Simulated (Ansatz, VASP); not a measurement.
Ag in VASP and in Ansatz

Contents of INCAR:

```
PREC = Accurate ; ENCUT = 520
EDIFF = 1E-7 ; ISMEAR = -1
SIGMA = 0.05 ; LREAL = F
LASPH = T ; NELM = 100
ALGO = Normal ; ISIF = 2
LWAVE = F ; LCHARG = F
GGA = PS ; NBANDS = 12
```

Contents of KPOINTS:

```
regular mesh
0
Gamma
  11 11 11
```

The input POSCAR:

```
Ag
1.0
   -1.6218556592      1.6218556592      1.6218556592
    1.6218556592     -1.6218556592      1.6218556592
    1.6218556592      1.6218556592     -1.6218556592
Ag
1
Direct
    0.0000000000      0.0000000000      0.0000000000
```

Contents of input.yaml:

```yaml
crystal:
  lattice:
    - [-1.6218556592, 1.6218556592, 1.6218556592]
    - [1.6218556592, -1.6218556592, 1.6218556592]
    - [1.6218556592, 1.6218556592, -1.6218556592]
  atoms:
    - { symbol: Ag, position: [0.0, 0.0, 0.0] }
hamiltonian:
  xc: pbesol
  pseudopotentials: { kind: paw }
kpoints:
  mp_grid: { grid: [11, 11, 11] }
scf:
  occupations: { method: fermi_dirac, width: 0.05 }
output:
  forces: true
  stress: true
  eigenvalues: true
  write_density: true
  write_potential: true
  elf: true
  volumetric_format: npy
```

Change from the starting cell: volume scaled by 0.94.

Alike in both runs: task single point; functional PBEsol; k mesh 11 × 11 × 11; occupations fermi-dirac, width 0.05 eV; no spin polarisation.

```csv
,VASP,Ansatz
version,VASP 6.6.1,Ansatz 0.2.0
potentials or method,"VASP PAW PBE potentials, release 64 (Ag)",Ansatz PAW
plane-wave cutoff (eV),520,420
valence electrons in the cell,11,19
```

|  | VASP | Ansatz | Ansatz less VASP |
| --- | --- | --- | --- |
| gap on the k mesh at the Fermi level (eV) | none | none | - |
| pressure (GPa) | -2.0 | -1.8 | +0.20 |

A gap of «none» marks a metal or a gap that the smearing closes. The two sets of potentials don't hold the same shells in valence.

Caveats: the PAW data sets were made with another functional, which shifts forces and pressure a little (VASP); the PAW data sets come from PBE, with cores solved anew for the run's functional, which leaves a small shift of forces and pressure (Ansatz).
